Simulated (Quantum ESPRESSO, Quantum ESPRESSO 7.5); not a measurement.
# 2H-MoTe2, 1 layer: a series in biaxial strain

What law, if any, do the results for 2H-MoTe2, 1 layer follow against biaxial strain?

Program: Quantum ESPRESSO 7.5. Level of theory: plane-wave DFT, PBE, GBRV ultrasoft pseudopotentials. Results are calculated unless marked as measured.

Report form: the programs' logs are mostly left out.

## 1. Set-up

The cell holds 3 atoms: 2 Te and 1 Mo. Its edges and angles: a = 3.550 Å, b = 3.550 Å, c = 18.774 Å, α = 90.0°, β = 90.0°, γ = 120.0°. It derives from MoTe2. Vacuum lies along c.

Set-up: Cell and atoms are first relaxed; each strained cell is then held and the atoms relax in it. A periodic run with 15 Å of vacuum in the starting cell gives the vacuum levels, and bands follow along a path. The bands are repeated with spin-orbit coupling and fully relativistic files.

Members -2, -1, 0, 1 and 2 took the same steps and show in the table alone.

## 2. Variable-cell relaxation of the reference

What the set-up leaves free in this member is relaxed.

Input file ref.relax.in:

```
&control
  prefix = 'ref.relax'
  outdir = './out'
  pseudo_dir = './pseudo'
  nstep = 80
  forc_conv_thr = 0.0004
  calculation = 'vc-relax'
  etot_conv_thr = 1e-06
/
&system
  ibrav = 0
  nat = 3
  ntyp = 2
  ecutwfc = 50
  ecutrho = 250
  occupations = 'smearing'
  smearing = 'fd'
  degauss = 0.004
/
&electrons
  conv_thr = 1e-09
  mixing_beta = 0.4
  electron_maxstep = 120
  mixing_mode = 'plain'
/
&ions
/
&cell
  cell_dofree = '2Dxy'
  press_conv_thr = 0.3
/
ATOMIC_SPECIES
  Te  127.6000  te_pbe_v1.uspp.F.UPF
  Mo  95.9500  mo_pbe_v1.uspp.F.UPF
CELL_PARAMETERS angstrom
  3.55000000000000 0.00000000000000 0.00000000000000
  -1.77500000000000 3.07439018343476 0.00000000000000
  0.00000000000000 0.00000000000000 18.77410263064833
ATOMIC_POSITIONS crystal
  Te  0.333333333300 0.666666666700 0.399486470675
  Mo  0.000000000000 0.000000000000 0.500000000000
  Te  0.333333333300 0.666666666700 0.600513529325
K_POINTS automatic
  12 12 1 0 0 0
```

Command:

```console
$ OMP_NUM_THREADS=1 mpirun -n 4 pw.x -nk 4 -in ref.relax.in > ref.relax.out
```

Wall time 2.9 min (4 MPI ranks of Arm Neoverse V1, shared host); peak memory 0.8 GiB; 12 min of CPU time.

Relaxation path:

| step | energy less that of the first step (eV) | largest force (eV/Å) | volume (Å³) |
| --- | --- | --- | --- |
| 1 | 0.0000 | 0.8331 | 204.90 |
| 2 | -0.0264 | 0.6249 | 204.46 |
| 3 | -0.0460 | 0.3871 | 204.10 |
| 4 | -0.0573 | 0.0158 | 203.83 |
| 5 | -0.0579 | 0.0103 | 204.09 |
| 6 | -0.0585 | 0.0082 | 204.37 |
| 7 | -0.0593 | 0.0067 | 204.79 |
| 8 | -0.0602 | 0.0044 | 205.42 |
| 9 | -0.0609 | 0.0011 | 206.37 |
| 10 | -0.0610 | 0.0001 | 206.80 |
| 11 | -0.0610 | 0.0001 | 206.80 |
| 12 | -0.0610 | 0.0002 | 206.80 |

| cell as run | before | after | change |
| --- | --- | --- | --- |
| a (Å) | 3.550 | 3.566 | +0.5 % |
| b (Å) | 3.550 | 3.566 | +0.5 % |

The atoms that moved most (Å, along periodic axes as changes of fractional coordinates times the final cell, across vacuum about the mean position):

| atom | dx | dy | dz | length |
| --- | --- | --- | --- | --- |
| Te1 | 0.000 | 0.000 | 0.075 | 0.075 |
| Te3 | 0.000 | 0.000 | -0.075 | 0.075 |

Final coordinates:

```xyz
3
Lattice="3.5664 0.0000 0.0000 -1.7832 3.0886 0.0000 0.0000 0.0000 18.7741" Properties=species:S:1:pos:R:3
Te    0.0000    2.0591    7.5753
Mo    0.0000    0.0000    9.3871
Te    0.0000    2.0591   11.1988
```

 The last row is no step: it is a fresh SCF in the final cell with a new plane-wave basis, -0 meV from the row before.

This step gave:

| Quantity | Value |
| --- | --- |
| free energy | -2617.5903 eV |
| Fermi energy | 1.048 eV |

## 3. Relaxation with pw.x, -4 %

Input file m0.relax.in:

```
&control
  prefix = 'm0.relax'
  outdir = './out'
  pseudo_dir = './pseudo'
  nstep = 40
  forc_conv_thr = 0.0003
  calculation = 'relax'
  tstress = .true.
/
&system
  ibrav = 0
  nat = 3
  ntyp = 2
  ecutwfc = 50
  ecutrho = 250
  occupations = 'smearing'
  smearing = 'fd'
  degauss = 0.002
/
&electrons
  conv_thr = 1e-09
  mixing_beta = 0.4
  electron_maxstep = 120
  mixing_mode = 'plain'
/
&ions
/
ATOMIC_SPECIES
  Te  127.6000  te_pbe_v1.uspp.F.UPF
  Mo  95.9500  mo_pbe_v1.uspp.F.UPF
CELL_PARAMETERS angstrom
  3.42375696288000 0.00000000000000 0.00000000000000
  -1.71187848096000 2.96506050624000 0.00000000000000
  0.00000000000000 0.00000000000000 18.77410263100000
ATOMIC_POSITIONS crystal
  Te  0.333333333300 0.666666666700 0.403499750100
  Mo  0.000000000000 0.000000000000 0.500000000000
  Te  0.333333333300 0.666666666700 0.596500249900
K_POINTS automatic
  12 12 1 0 0 0
```

Command:

```console
$ OMP_NUM_THREADS=1 mpirun -n 4 pw.x -nk 4 -in m0.relax.in > m0.relax.out
```

The job ended after 71 s (4 MPI ranks; peak memory 0.74 GiB).

The steps of the relaxation:

| step | energy less that of the first step (eV) | largest force (eV/Å) |
| --- | --- | --- |
| 1 | 0.0000 | 0.8311 |
| 2 | -0.0239 | 0.5694 |
| 3 | -0.0402 | 0.2958 |
| 4 | -0.0464 | 0.0156 |
| 5 | -0.0465 | 0.0004 |

The atoms that moved most (Å):

| atom | dx | dy | dz | length |
| --- | --- | --- | --- | --- |
| Te1 | 0.000 | 0.000 | -0.057 | 0.057 |
| Te3 | 0.000 | 0.000 | 0.057 | 0.057 |

The relaxed structure:

```cif
data_structure
_symmetry_space_group_name_H-M 'P 1'
_symmetry_Int_Tables_number 1
_cell_length_a 3.4238
_cell_length_b 3.4238
_cell_length_c 18.7741
_cell_angle_alpha 90.000
_cell_angle_beta 90.000
_cell_angle_gamma 120.000
_cell_volume 190.59
loop_
_atom_site_label
_atom_site_type_symbol
_atom_site_fract_x
_atom_site_fract_y
_atom_site_fract_z
_atom_site_occupancy
Te1 Te 0.33333 0.66667 0.40044 1
Mo2 Mo 0.00000 0.00000 0.50000 1
Te3 Te 0.33333 0.66667 0.59956 1
```

The relaxation lowers the energy by 15 meV an atom.

Read from the output:

| Quantity | Value |
| --- | --- |
| free energy | -2617.4683 eV |
| Fermi energy | 1.635 eV |

## 4. Self-consistent run, -4 %

The self-consistent run of this member.

Input file m0.scf.in:

```
&control
  prefix = 'm0.scf'
  outdir = './out'
  pseudo_dir = './pseudo'
  calculation = 'scf'
  tprnfor = .true.
/
&system
  ibrav = 0
  nat = 3
  ntyp = 2
  ecutwfc = 40
  ecutrho = 200
  occupations = 'smearing'
  smearing = 'fd'
  degauss = 0.002
  nbnd = 17
/
&electrons
  conv_thr = 1e-09
  mixing_beta = 0.4
  electron_maxstep = 120
  mixing_mode = 'plain'
/
ATOMIC_SPECIES
  Te  127.6000  te_pbe_v1.uspp.F.UPF
  Mo  95.9500  mo_pbe_v1.uspp.F.UPF
CELL_PARAMETERS angstrom
  3.42375696288000 0.00000000000000 0.00000000000000
  -1.71187848096000 2.96506050624000 0.00000000000000
  0.00000000000000 0.00000000000000 18.77410263100000
ATOMIC_POSITIONS crystal
  Te  0.333333333300 0.666666666700 0.400442583000
  Mo  0.000000000000 0.000000000000 0.500000000000
  Te  0.333333333300 0.666666666700 0.599557417000
K_POINTS automatic
  12 12 1 0 0 0
```

Command:

```console
$ OMP_NUM_THREADS=1 mpirun -n 4 pw.x -nk 4 -in m0.scf.in > m0.scf.out
```

Wall time 18 s (4 MPI ranks); peak memory 0.57 GiB.

This step gave:

- free energy: -2617.4556 eV
- Fermi energy: 1.636 eV
- valence top, on the run's zero: 1.101 eV
- conduction bottom, on the run's zero: 2.194 eV
- gap by band count: 1.093 eV

## 5. Potential by pp.x, -4 %

plot_num = 11 writes the bare and Hartree potential, from which vacuum levels or, in a crystal, the mean potential are read.

Input file m0.pot.in:

```
&inputpp
  prefix = 'm0.scf'
  outdir = './out'
  filplot = 'm0.pot.dat'
  plot_num = 11
/
```

Command:

```console
$ OMP_NUM_THREADS=1 mpirun -n 4 pp.x -in m0.pot.in > m0.pot.out
```

Run time: 0.93 s. Hardware: 4 MPI ranks; peak memory 0.09 GiB; 3.4 s of CPU time.

This step gave:

| Quantity | Value |
| --- | --- |
| slope of the potential above | 2.56e-4 eV/Å |
| upper vacuum line continued to the top atoms, over the valence top | 4.670 eV |
| slope of the potential below | -1.62e-4 eV/Å |
| lower vacuum line continued to the bottom atoms, over the valence top | 4.671 eV |
| vacuum level at the upper face over the valence top of the mesh | 4.672 eV |
| vacuum level at the lower face over the valence top of the mesh | 4.672 eV |

Electrostatic potential energy of an electron; zero at the highest filled level of the SCF mesh. The potential energy, planar mean by z:

z (Å), potential energy, planar mean (eV) and a bar from the least value:
```
      0.0        4.7 ##################
      0.5        4.7 ##################
      1.0        4.7 ##################
      1.5        4.7 ##################
      2.0        4.7 ##################
      2.5        4.7 ##################
      3.0        4.7 ##################
      3.5        4.7 ##################
      4.0        4.7 ##################
      4.5        4.7 ##################
      5.0        4.6 ##################
      5.5        4.4 ##################
      6.0        3.6 #################
      6.5        0.9 ###############
      7.0       10.0 #####################
      7.5       22.8 ##############################
      8.0       10.7 ######################
      8.5       -3.6 ############
      9.0      -14.7 #####
      9.5      -21.9 
     10.0       -7.9 #########
     10.5        0.5 ###############
     11.0       18.9 ###########################
     11.5       19.5 ############################
     12.0        2.7 #################
     12.5        2.5 ################
     13.0        4.1 #################
     13.5        4.5 ##################
     14.0        4.6 ##################
     14.5        4.7 ##################
     15.0        4.7 ##################
     15.5        4.7 ##################
     16.0        4.7 ##################
     16.5        4.7 ##################
     17.0        4.7 ##################
     17.5        4.7 ##################
     18.0        4.7 ##################
     18.5        4.7 ##################
```

## 6. Band structure, -4 %

Bands along a path place the edges.

m0.bands.in is the input of step 4 with these lines changed:

```diff
@@ -1,7 +1,6 @@
 &control
-  prefix = 'm0.scf'
+  prefix = 'm0.bands'
   outdir = './out'
   pseudo_dir = './pseudo'
-  calculation = 'scf'
-  tprnfor = .true.
+  calculation = 'bands'
 /
@@ -16,6 +15,6 @@
   degauss = 0.002
-  nbnd = 17
+  nbnd = 19
 /
 &electrons
-  conv_thr = 1e-09
+  conv_thr = 1e-07
   mixing_beta = 0.4
@@ -35,3 +34,7 @@
   Te  0.333333333300 0.666666666700 0.599557417000
-K_POINTS automatic
-  12 12 1 0 0 0
+K_POINTS crystal_b
+4
+  0.0000000000 0.0000000000 0.0000000000 12
+  0.5000000000 0.0000000000 0.0000000000 12
+  0.3333333333 0.3333333333 0.0000000000 12
+  0.0000000000 0.0000000000 0.0000000000 1
```

Command:

```console
$ cp -r out/m0.scf.save out/m0.bands.save
$ cp out/m0.scf.xml out/m0.bands.xml
$ OMP_NUM_THREADS=1 mpirun -n 4 pw.x -nk 4 -in m0.bands.in > m0.bands.out
```

The job ended after 16 s (4 MPI ranks; peak memory 0.3 GiB).

This step gave:

```
conduction bottom, on the run's zero : 2.127 eV
gap by band count                    : 1.026 eV
```

Band numbers count within the set of bands kept for display. The electronic bands at the labelled points (eV, zero at the highest filled level of the SCF mesh; v1 is the highest filled band, c1 the lowest empty one):

| point | v4 | v3 | v2 | v1 | c1 | c2 | c3 | c4 |
| --- | --- | --- | --- | --- | --- | --- | --- | --- |
| Γ | -1.42 | -0.89 | -0.64 | -0.64 | 3.41 | 3.41 | 3.62 | 3.62 |
| halfway | -1.53 | -1.46 | -1.00 | -0.71 | 1.33 | 2.23 | 2.31 | 3.67 |
| M | -2.18 | -2.01 | -0.88 | 0.00 | 1.71 | 1.76 | 3.18 | 3.67 |
| halfway | -2.82 | -2.19 | -1.95 | -0.16 | 1.59 | 2.17 | 2.20 | 3.71 |
| K | -3.35 | -2.95 | -2.02 | 0.00 | 1.41 | 1.50 | 2.66 | 4.26 |
| halfway | -2.60 | -1.51 | -0.99 | -0.47 | 1.09 | 1.93 | 1.95 | 3.42 |
| Γ | -1.42 | -0.89 | -0.64 | -0.64 | 3.41 | 3.41 | 3.62 | 3.62 |

Along this path the valence top lies at M and the conduction bottom between K and Γ. The valence levels at M and K lie only 0.00 eV apart, so strain, functional or spin-orbit coupling can change their order; in real monolayers of this family spin-orbit coupling lifts K.

## 7. SCF with pw.x, -4 %

Level of this step: plane-wave DFT, PBE, PseudoDojo fully relativistic norm-conserving pseudopotentials (Quantum ESPRESSO 7.5).

m0.soc.in is the input of step 4 with these lines changed:

```diff
@@ -1,3 +1,3 @@
 &control
-  prefix = 'm0.scf'
+  prefix = 'm0.soc'
   outdir = './out'
@@ -11,4 +11,4 @@
   ntyp = 2
-  ecutwfc = 40
-  ecutrho = 200
+  ecutwfc = 72
+  ecutrho = 288
   occupations = 'smearing'
@@ -16,6 +16,8 @@
   degauss = 0.002
-  nbnd = 17
+  noncolin = .true.
+  lspinorb = .true.
+  nbnd = 52
 /
 &electrons
-  conv_thr = 1e-09
+  conv_thr = 1e-07
   mixing_beta = 0.4
@@ -25,4 +27,4 @@
 ATOMIC_SPECIES
-  Te  127.6000  te_pbe_v1.uspp.F.UPF
-  Mo  95.9500  mo_pbe_v1.uspp.F.UPF
+  Te  127.6000  Te.dojo-fr-pbe-0.4-standard.upf
+  Mo  95.9500  Mo.dojo-fr-pbe-0.4-standard.upf
 CELL_PARAMETERS angstrom
@@ -36,2 +38,2 @@
 K_POINTS automatic
-  12 12 1 0 0 0
+  6 6 1 0 0 0
```

Command:

```console
$ OMP_NUM_THREADS=1 mpirun -n 4 pw.x -nk 2 -in m0.soc.in > m0.soc.out
```

Wall time 63 s (4 MPI ranks); peak memory 0.85 GiB; 4.2 min of CPU time.

Numbers from this step:

| Property | Result |
| --- | --- |
| free energy | -7616.9288 eV |
| Fermi energy | 2.719 eV |
| valence top, on the run's zero | 2.244 eV |
| conduction bottom, on the run's zero | 3.221 eV |
| gap by band count | 0.9777 eV |

## 8. Bands along a path, -4 %

Input file m0.soc.bands.in:

```
&control
  prefix = 'm0.soc.bands'
  outdir = './out'
  pseudo_dir = './pseudo'
  calculation = 'bands'
/
&system
  ibrav = 0
  nat = 3
  ntyp = 2
  ecutwfc = 72
  ecutrho = 288
  occupations = 'smearing'
  smearing = 'fd'
  degauss = 0.002
  noncolin = .true.
  lspinorb = .true.
  nbnd = 52
/
&electrons
  conv_thr = 1e-07
  mixing_beta = 0.4
  electron_maxstep = 120
  mixing_mode = 'plain'
/
ATOMIC_SPECIES
  Te  127.6000  Te.dojo-fr-pbe-0.4-standard.upf
  Mo  95.9500  Mo.dojo-fr-pbe-0.4-standard.upf
CELL_PARAMETERS angstrom
  3.42375696288000 0.00000000000000 0.00000000000000
  -1.71187848096000 2.96506050624000 0.00000000000000
  0.00000000000000 0.00000000000000 18.77410263100000
ATOMIC_POSITIONS crystal
  Te  0.333333333300 0.666666666700 0.400442583000
  Mo  0.000000000000 0.000000000000 0.500000000000
  Te  0.333333333300 0.666666666700 0.599557417000
K_POINTS crystal_b
4
  0.0000000000 0.0000000000 0.0000000000 10
  0.5000000000 0.0000000000 0.0000000000 10
  0.3333333333 0.3333333333 0.0000000000 10
  0.0000000000 0.0000000000 0.0000000000 1
```

Command:

```console
$ cp -r out/m0.soc.save out/m0.soc.bands.save
$ cp out/m0.soc.xml out/m0.soc.bands.xml
$ OMP_NUM_THREADS=1 mpirun -n 4 pw.x -nk 4 -in m0.soc.bands.in > m0.soc.bands.out
```

Elapsed: 2.2 min, on 4 MPI ranks; peak memory 0.9 GiB.

Read from the output:

| Item | Value |
| --- | --- |
| valence top, on the run's zero | 2.247 eV |
| conduction bottom, on the run's zero | 3.192 eV |
| gap by band count | 0.9446 eV |

Band numbers count within the set of bands kept for display. The electronic bands at the labelled points (eV, zero at the highest filled level of the SCF mesh; v1 is the highest filled band, c1 the lowest empty one):

| point | v4 | v3 | v2 | v1 | c1 | c2 | c3 | c4 |
| --- | --- | --- | --- | --- | --- | --- | --- | --- |
| Γ | -0.75 | -0.75 | -0.62 | -0.62 | 2.95 | 2.95 | 3.19 | 3.19 |
| halfway | -1.08 | -1.08 | -0.77 | -0.77 | 1.25 | 1.25 | 2.11 | 2.11 |
| M | -0.96 | -0.96 | -0.08 | -0.08 | 1.60 | 1.60 | 1.72 | 1.72 |
| halfway | -1.94 | -1.92 | -0.35 | -0.16 | 1.48 | 1.51 | 2.04 | 2.10 |
| K | -2.10 | -2.07 | -0.20 | 0.00 | 1.28 | 1.30 | 1.43 | 1.53 |
| halfway | -1.27 | -0.92 | -0.58 | -0.47 | 0.98 | 1.06 | 1.79 | 1.86 |
| Γ | -0.75 | -0.75 | -0.62 | -0.62 | 2.95 | 2.95 | 3.19 | 3.19 |

Along this path the valence top lies at K and the conduction bottom between K and Γ.

## 9. Relaxation with pw.x, -3 %

Level of this step: plane-wave DFT, PBE, GBRV ultrasoft pseudopotentials (Quantum ESPRESSO 7.5).

Input file m1.relax.in:

```
&control
  prefix = 'm1.relax'
  outdir = './out'
  pseudo_dir = './pseudo'
  nstep = 40
  forc_conv_thr = 0.0003
  calculation = 'relax'
  tstress = .true.
/
&system
  ibrav = 0
  nat = 3
  ntyp = 2
  ecutwfc = 50
  ecutrho = 250
  occupations = 'smearing'
  smearing = 'fd'
  degauss = 0.002
/
&electrons
  conv_thr = 1e-09
  mixing_beta = 0.4
  electron_maxstep = 120
  mixing_mode = 'plain'
/
&ions
/
ATOMIC_SPECIES
  Te  127.6000  te_pbe_v1.uspp.F.UPF
  Mo  95.9500  mo_pbe_v1.uspp.F.UPF
CELL_PARAMETERS angstrom
  3.45942109791000 0.00000000000000 0.00000000000000
  -1.72971054847000 2.99594655318000 0.00000000000000
  0.00000000000000 0.00000000000000 18.77410263100000
ATOMIC_POSITIONS crystal
  Te  0.333333333300 0.666666666700 0.403499750100
  Mo  0.000000000000 0.000000000000 0.500000000000
  Te  0.333333333300 0.666666666700 0.596500249900
K_POINTS automatic
  12 12 1 0 0 0
```

Command:

```console
$ OMP_NUM_THREADS=1 mpirun -n 4 pw.x -nk 4 -in m1.relax.in > m1.relax.out
```

Elapsed: 69 s, on 4 MPI ranks; peak memory 0.74 GiB; 4.6 min of CPU time.

Relaxation path:

| step | energy less that of the first step (eV) | largest force (eV/Å) |
| --- | --- | --- |
| 1 | 0.0000 | 0.6011 |
| 2 | -0.0126 | 0.4187 |
| 3 | -0.0213 | 0.2250 |
| 4 | -0.0250 | 0.0090 |
| 5 | -0.0250 | 0.0003 |

The atoms that moved most (Å):

| atom | dx | dy | dz | length |
| --- | --- | --- | --- | --- |
| Te1 | 0.000 | 0.000 | -0.042 | 0.042 |
| Te3 | 0.000 | 0.000 | 0.042 | 0.042 |

The relaxed structure:

```xyz
3
Lattice="3.4594 0.0000 0.0000 -1.7297 2.9959 0.0000 0.0000 0.0000 18.7741" Properties=species:S:1:pos:R:3
Te    0.0000    1.9973    7.5329
Mo    0.0000    0.0000    9.3871
Te    0.0000    1.9973   11.2412
```

The relaxation lowers the energy by 8 meV an atom.

This step gave:

```
free energy  : -2617.5231 eV
Fermi energy : 1.502 eV
```

## 10. SCF with pw.x, -3 %

Input file m1.scf.in:

```
&control
  prefix = 'm1.scf'
  outdir = './out'
  pseudo_dir = './pseudo'
  calculation = 'scf'
  tprnfor = .true.
/
&system
  ibrav = 0
  nat = 3
  ntyp = 2
  ecutwfc = 40
  ecutrho = 200
  occupations = 'smearing'
  smearing = 'fd'
  degauss = 0.002
  nbnd = 17
/
&electrons
  conv_thr = 1e-09
  mixing_beta = 0.4
  electron_maxstep = 120
  mixing_mode = 'plain'
/
ATOMIC_SPECIES
  Te  127.6000  te_pbe_v1.uspp.F.UPF
  Mo  95.9500  mo_pbe_v1.uspp.F.UPF
CELL_PARAMETERS angstrom
  3.45942109791000 0.00000000000000 0.00000000000000
  -1.72971054847000 2.99594655318000 0.00000000000000
  0.00000000000000 0.00000000000000 18.77410263100000
ATOMIC_POSITIONS crystal
  Te  0.333333333300 0.666666666700 0.401238932900
  Mo  0.000000000000 0.000000000000 0.500000000000
  Te  0.333333333300 0.666666666700 0.598761067100
K_POINTS automatic
  12 12 1 0 0 0
```

Command:

```console
$ OMP_NUM_THREADS=1 mpirun -n 4 pw.x -nk 4 -in m1.scf.in > m1.scf.out
```

The job ended after 17 s (4 MPI ranks; peak memory 0.58 GiB; 66 s of CPU time).

Numbers from this step:

- free energy: -2617.5103 eV
- Fermi energy: 1.503 eV
- valence top, on the run's zero: 0.9537 eV
- conduction bottom, on the run's zero: 2.092 eV
- gap by band count: 1.139 eV

## 11. Ground state, -3 %

Level of this step: plane-wave DFT, PBE, PseudoDojo fully relativistic norm-conserving pseudopotentials (Quantum ESPRESSO 7.5).

m1.soc.in is the input of step 10 with these lines changed:

```diff
@@ -1,3 +1,3 @@
 &control
-  prefix = 'm1.scf'
+  prefix = 'm1.soc'
   outdir = './out'
@@ -11,4 +11,4 @@
   ntyp = 2
-  ecutwfc = 40
-  ecutrho = 200
+  ecutwfc = 72
+  ecutrho = 288
   occupations = 'smearing'
@@ -16,6 +16,8 @@
   degauss = 0.002
-  nbnd = 17
+  noncolin = .true.
+  lspinorb = .true.
+  nbnd = 52
 /
 &electrons
-  conv_thr = 1e-09
+  conv_thr = 1e-07
   mixing_beta = 0.4
@@ -25,4 +27,4 @@
 ATOMIC_SPECIES
-  Te  127.6000  te_pbe_v1.uspp.F.UPF
-  Mo  95.9500  mo_pbe_v1.uspp.F.UPF
+  Te  127.6000  Te.dojo-fr-pbe-0.4-standard.upf
+  Mo  95.9500  Mo.dojo-fr-pbe-0.4-standard.upf
 CELL_PARAMETERS angstrom
@@ -36,2 +38,2 @@
 K_POINTS automatic
-  12 12 1 0 0 0
+  6 6 1 0 0 0
```

Command:

```console
$ OMP_NUM_THREADS=1 mpirun -n 4 pw.x -nk 2 -in m1.soc.in > m1.soc.out
```

Elapsed: 65 s, on 4 MPI ranks; peak memory 0.88 GiB; 4.3 min of CPU time.

Read from the output:

- free energy: -7616.9820 eV
- Fermi energy: 2.574 eV
- valence top, on the run's zero: 2.080 eV
- conduction bottom, on the run's zero: 3.099 eV
- gap by band count: 1.019 eV

(Part 1 of 2 ends here.)

[Logs are printed without paths, hosts, clocks, repeated set-up lines and the standing remarks that a program may print on its own settings, such as how far it seeks lower states.]

[Hosts, paths, dates, database ids (printed as entryN), source tags and the programs' standing remarks are cut or masked in the printed files.]

[Maps of the electrostatic potential energy from Ansatz leave out the sawtooth potential of an applied field or a dipole correction, so their vacuum need not be flat; planar profiles and work functions include it.]
